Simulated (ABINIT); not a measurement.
Runs of ABINIT 10.8.3 (patched build) on MgS (Niningerite). The structure is cubic, space group Fm-3m (No. 225). Conventional cell: a = 5.203 Å, b = 5.203 Å, c = 5.203 Å, α = 90.00°, β = 90.00°, γ = 90.00°. S (site symmetry m-3m) has 6 Mg at 2.60 Å as nearest neighbours. Mg (site symmetry m-3m) has 6 S at 2.60 Å as nearest neighbours. 

```csv
task,level,potentials or basis,k mesh,cutoff (eV),smearing,scissor shift (eV),valence bands,conduction bands,cutoff of the screening (Ha),broadening (eV),mesh quality,gap on the mesh (eV),pressure (GPa)
optical spectrum by the Bethe-Salpeter equation,LDA,PseudoDojo NC SR LDA v0.4.1 standard,"5 × 5 × 5, shifted",1143,fixed,1.8,3,4,3,0.2,coarse,-,-3.1
dielectric tensor,PBEsol,PseudoDojo NC SR PBEsol v0.4.1 standard,"4 × 4 × 4, with 4 shifts",1034,fixed,-,-,-,-,-,not flagged,-,-1.4
single point,LDA,PseudoDojo NC SR LDA v0.4.1 standard,7 × 7 × 7,1088,fermi-dirac 0.05 eV,-,-,-,-,-,not flagged,2.78,-3.3
one-shot levels of the hybrid PBE0,PBEsol,PseudoDojo NC SR PBEsol v0.4.1 standard,6 × 6 × 6,1034,fixed,-,-,-,-,-,not flagged,(a),-
single point,LDA,PseudoDojo NC SR LDA v0.4 stringent,7 × 7 × 7,1034,fermi-dirac 0.05 eV,-,-,-,-,-,not flagged,2.78,(b)
single point,PBEsol,PseudoDojo NC SR PBEsol v0.4.1 standard,7 × 7 × 7,1034,fermi-dirac 0.05 eV,-,-,-,-,-,not flagged,2.91,-1.4
```

Alike in all rows: no spin polarisation; cell as given.

Q: Estimate the missing entries.

A: (a) 2.70; (b) -3.7.

Caveats: some runs use coarse meshes; an odd mesh through Γ misses points on the zone boundary, where band edges often lie (some runs); spectra need much finer meshes, so this one isn't converged (some runs); the scissor shift was typed, not computed (some runs).
